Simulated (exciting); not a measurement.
# Al (P6_3/mmc) in exciting: settings compared, part 2 of 2

exciting (release sodium).

## 3. Single point, PBEsol+D2

Contents of run_exciting.py:

```python
import subprocess
import xml.etree.ElementTree as ET
from ase.io import read
from ase.units import Bohr

atoms = read("Al.cif")
rmt = {'Al': 2.0}  # bohr
tasks = """
<groundstate do="fromscratch" ngridk="11 11 3" rgkmax="7.5" gmaxvr="14" lmaxapw="10" lmaxmat="10" lmaxvr="8" xctype="GGA_PBE_SOL" stype="Gaussian" swidth="0.00183747" nempty="2" ValenceRelativity="iora*" epsengy="1e-05" epspot="1e-05" maxscl="60" tforce="true" outputlevel="high" vdWcorrection="DFTD2" lradstep="2"/>
<properties>
  <DFTD2/>
</properties>
"""

root = ET.Element("input")
ET.SubElement(root, "title").text = "Al"
structure = ET.SubElement(root, "structure", speciespath="./", tshift="false")
crystal = ET.SubElement(structure, "crystal", scale="1.0")
for vector in atoms.cell / Bohr:
    ET.SubElement(crystal, "basevect").text = " ".join(f"{x:.12f}" for x in vector)
symbols = atoms.get_chemical_symbols()
for element in dict.fromkeys(symbols):
    species = ET.SubElement(structure, "species", speciesfile=element + ".xml", rmt=str(rmt[element]))
    for symbol, position in zip(symbols, atoms.get_scaled_positions(wrap=False)):
        if symbol == element:
            ET.SubElement(species, "atom", coord=" ".join(f"{x:.12f}" for x in position))
root.extend(ET.fromstring("<tasks>" + tasks + "</tasks>"))
ET.indent(root)
ET.ElementTree(root).write("input.xml")
subprocess.run(["exciting_smp"], check=True)
```

Contents of Al.cif:

```cif
data_Al
_cell_length_a 2.82707702
_cell_length_b 2.82707702
_cell_length_c 9.18599307
_cell_angle_alpha 90.00000000
_cell_angle_beta 90.00000000
_cell_angle_gamma 120.00000000
_space_group_name_H-M_alt 'P1'
_space_group_name_Hall 'P 1'
_space_group_IT_number 1
loop_
_space_group_symop_operation_xyz
'x,y,z'
loop_
_atom_site_label
_atom_site_type_symbol
_atom_site_symmetry_multiplicity
_atom_site_Wyckoff_symbol
_atom_site_fract_x
_atom_site_fract_y
_atom_site_fract_z
_atom_site_occupancy
Al1 Al 1 a 0.6666666667 0.3333333333 0.7500000000 1
Al2 Al 1 a 0.0000000000 0.0000000000 0.5000000000 1
Al3 Al 1 a 0.3333333333 0.6666666667 0.2500000000 1
Al4 Al 1 a 0.0000000000 0.0000000000 0.0000000000 1
```

Potentials or basis: all-electron LAPW+lo, shipped species files, valence relativity iora*.

Launch:

```bash
$ OMP_NUM_THREADS=1 python run_exciting.py
```

The program printed:

```text
================================================================================
EXCITING SODIUM started
[... 10 lines left out ...]

 Lattice vectors (cartesian) :
      5.3424013044      0.0000000000      0.0000000000
     -2.6712006522      4.6266552469      0.0000000000
      0.0000000000      0.0000000000     17.3590110961

 Reciprocal lattice vectors (cartesian) :
      1.1760975915      0.6790202611     -0.0000000000
      0.0000000000      1.3580405221      0.0000000000
      0.0000000000     -0.0000000000      0.3619552561

 Unit cell volume                           :     429.0704719116
 Brillouin zone volume                      :       0.5781106594

 Species :    1 (Al)
     parameters loaded from                 :    Al.xml
     name                                   :    aluminium
     nuclear charge                         :     -13.00000000
     electronic charge                      :      13.00000000
     atomic mass                            :   49184.33493000
     muffin-tin radius                      :       2.00000000
     # of radial points in muffin-tin       :     299

     atomic positions (lattice) :
       1 :   0.66666667  0.33333333  0.75000000
       2 :   0.00000000  0.00000000  0.50000000
       3 :   0.33333333  0.66666667  0.25000000
       4 :   0.00000000  0.00000000  0.00000000

 Total number of atoms per unit cell        :       4

 Spin treatment                             :    spin-unpolarised

 Number of Bravais lattice symmetries       :      24
 Number of crystal symmetries               :      24

 k-point grid                               :      11   11    3
 Total number of k-points                   :      32
 k-point set is reduced with crystal symmetries

 R^MT_min * |G+k|_max (rgkmax)              :       7.50000000
 Species with R^MT_min                      :       1 (Al)
 Maximum |G+k| for APW functions            :       3.75000000
[... 617 lines left out ...]
 Coulomb potential energy                   :     -1393.00086617
 xc potential energy                        :       -94.69252846
 Hartree energy                             :       299.26273639
 Electron-nuclear energy                    :     -1991.52633896
 Nuclear-nuclear energy                     :      -175.61694702
 Madelung energy                            :     -1171.38011650
 Core-electron kinetic energy               :         0.00000000
 DFT-D2 dispersion correction               :        -0.03835986

 DOS at Fermi energy (states/Ha/cell)       :        72.05020288

 Electron charges :
     core                                   :        16.00000000
     core leakage                           :         0.00546221
     valence                                :        36.00000000
     interstitial                           :         8.42393625
     charge in muffin-tin spheres :
                  atom     1    Al          :        10.89524016
                  atom     2    Al          :        10.89279171
                  atom     3    Al          :        10.89524016
                  atom     4    Al          :        10.89279171
     total charge in muffin-tins            :        43.57606375
     total charge                           :        52.00000000

++++++++++++++++++++++++++++++++++++++++++++++++++++++++++++++++++++++++++++++++
+ Self-consistent loop stopped                                                 +
++++++++++++++++++++++++++++++++++++++++++++++++++++++++++++++++++++++++++++++++
 STATE.OUT is written

--------------------------------------------------------------------------------
- Writing atomic positions and forces                                          -
--------------------------------------------------------------------------------

 Atomic positions (lattice) :
 atom     1  Al  :     0.66666667    0.33333333    0.75000000
 atom     2  Al  :     0.00000000    0.00000000    0.50000000
 atom     3  Al  :     0.33333333    0.66666667    0.25000000
 atom     4  Al  :     0.00000000    0.00000000    0.00000000

 Total atomic forces including IBS (cartesian) :
 atom     1  Al  :    -0.00000000   -0.00000000   -0.00000000
 atom     2  Al  :     0.00000000   -0.00000000   -0.00000000
 atom     3  Al  :     0.00000000    0.00000000    0.00000000
 atom     4  Al  :     0.00000000    0.00000000    0.00000000

 Atomic force components including IBS (cartesian) :
 atom     1  Al  :     0.00000000   -0.00000000   -0.00000000   HF force
                 :    -0.00000000    0.00000000    0.00000000   core correction
                 :     0.00000000    0.00000000    0.00000000   IBS correction
                 :     0.00000000   -0.00000000    0.00000000   DFT-D2 force
 atom     2  Al  :    -0.00000000   -0.00000000    0.00000000   HF force
                 :    -0.00000000   -0.00000000   -0.00000000   core correction
                 :    -0.00000000    0.00000000   -0.00000000   IBS correction
                 :     0.00000000    0.00000000   -0.00000000   DFT-D2 force
 atom     3  Al  :    -0.00000000    0.00000000   -0.00000000   HF force
                 :     0.00000000   -0.00000000    0.00000000   core correction
                 :    -0.00000000   -0.00000000    0.00000000   IBS correction
                 :    -0.00000000    0.00000000    0.00000000   DFT-D2 force
 atom     4  Al  :    -0.00000000    0.00000000    0.00000000   HF force
                 :    -0.00000000   -0.00000000   -0.00000000   core correction
                 :    -0.00000000    0.00000000   -0.00000000   IBS correction
                 :     0.00000000    0.00000000    0.00000000   DFT-D2 force

********************************************************************************
* Groundstate module stopped                                                   *
********************************************************************************

================================================================================
| EXCITING SODIUM stopped                                                      =
================================================================================
```

It took 1.7 min on 1 thread of AMD EPYC 7R13 (Zen 3), shared host; peak memory 0.2 GiB.

These settings aren't checked as converged (typed here: lradstep = 2; nempty = 2): the numbers below hold their error.

What came out:

```yaml
Free_energy: -26379.2940 eV
Band_gap_on_the_k_mesh: none (metal or under the smearing width)
All_electrons_inside_the_program's_atomic_spheres: Al 10.90, 10.89 (radii Al 2.0 bohr)
Dispersion_energy_per_atom: -0.261 eV
```

Caveat: the log's total energy holds no entropy term; the free energy is that total less TS from the occupations.
